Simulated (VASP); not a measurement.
Input of a VASP 6.6.1 run:

The input INCAR:

```
SYSTEM = Ag2O
  PREC = Accurate
  ENCUT = 600
  EDIFF = 1E-7
  ISMEAR = -1
  SIGMA = 0.05
  LREAL = .FALSE.
  LASPH = .TRUE.
  NELM = 60
  ALGO = Normal
  ISIF = 3
  LWAVE = .FALSE.
  LCHARG = .FALSE.
  GGA = 91
  IBRION = 2
  NSW = 60
  EDIFFG = -0.01
```

The input KPOINTS:

```
regular mesh
0
G
  5 5 5
  0 0 0
```

The input POSCAR:

```
Ag2O
1.0
    4.7180000000      0.0000000000      0.0000000000
    0.0000000000      4.7180000000      0.0000000000
    0.0000000000      0.0000000000      4.7180000000
Ag O
4 2
Direct
    0.7500000000      0.2500000000      0.7500000000
    0.7500000000      0.7500000000      0.2500000000
    0.2500000000      0.7500000000      0.7500000000
    0.2500000000      0.2500000000      0.2500000000
    0.5000000000      0.5000000000      0.5000000000
    0.0000000000      0.0000000000      0.0000000000
```

Potentials or basis: VASP PAW PBE potentials, release 64 (Ag, O).

The run is started by

```sh
$ cat potpaw_PBE.64/Ag/POTCAR potpaw_PBE.64/O/POTCAR > POTCAR
$ mpirun -np 1 vasp_std > vasp.out
```

Question: What does it give for the space group after relaxing (to 0.05 Å)?

Answer: Pn-3m (No. 224).

Question: Predict the relaxed volume.

Answer: 18.48 Å³/atom.

Question: What does it give for the band gap on the k mesh?

Answer: None (metal or under the smearing width).

Step by step:
| step | energy change (eV) | largest force (eV/Å) | pressure (GPa) | volume (Å³) |
| --- | --- | --- | --- | --- |
| 1 | 0.0000 | 0.0000 | 4.52 | 105.02 |
| 2 | -0.0720 | 0.0000 | -1.12 | 112.71 |
| 3 | -0.0784 | 0.0000 | 0.01 | 110.88 |

Caveat: the PAW data sets were made with another functional, which shifts forces and pressure a little. Zero-point motion and thermal expansion aren't in these numbers.
